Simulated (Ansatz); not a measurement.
CaF2 (fluorite)

```
CaF2
1.0
    0.00000     2.75551     2.75551
    2.75551     0.00000     2.75551
    2.75551     2.75551     0.00000
Ca F
1 2
Cartesian
  0.00000   0.00000   0.00000
  1.37775   1.37775   1.37775
  4.13326   4.13326   4.13326
```

Scan: atom 3 (F, nearest neighbour Ca at 2.386 Å; its periodic images, 3.9 Å or more away, move with it) is displaced along Cartesian [110], direction (0.707, 0.707, 0.000) in Cartesian axes, by s. The other atoms stay.

All values below come from PBE (plane waves to 420 eV, PAW, scalar-relativistic; Ansatz, a program for electronic structure). k mesh 8×8×8 (Γ-centred), Fermi-Dirac smearing 0.05 eV. Energies are smeared free energies. CaF2 was relaxed with its symmetry unable to fall. The PAW data are Ansatz's earlier set. ΔE is measured from the undisplaced structure.

```csv
s (Å),ΔE (meV/cell)
-0.480,558
-0.384,340
-0.288,184
-0.192,79
-0.096,19
0.000,0
0.096,19
0.192,79
0.288,184
0.384,340
0.480,558
```

### Question
What force constant k = d²E/ds² at s = 0 does the table give?

### Answer
4.2 eV/Å². It is the second difference of the nearest points, corrected with the next pair.

### Question
With k = 4.20 eV/Å² from the forces, is the well harmonic out to s = 0.480 Å?

### Answer
½ks² = 483 meV/cell against the computed 558 meV/cell, so the well is stiffer than harmonic there.

(For displaced atoms, the force is minus the slope of the energy, and its curvature is a force constant, which sets phonon frequencies.)
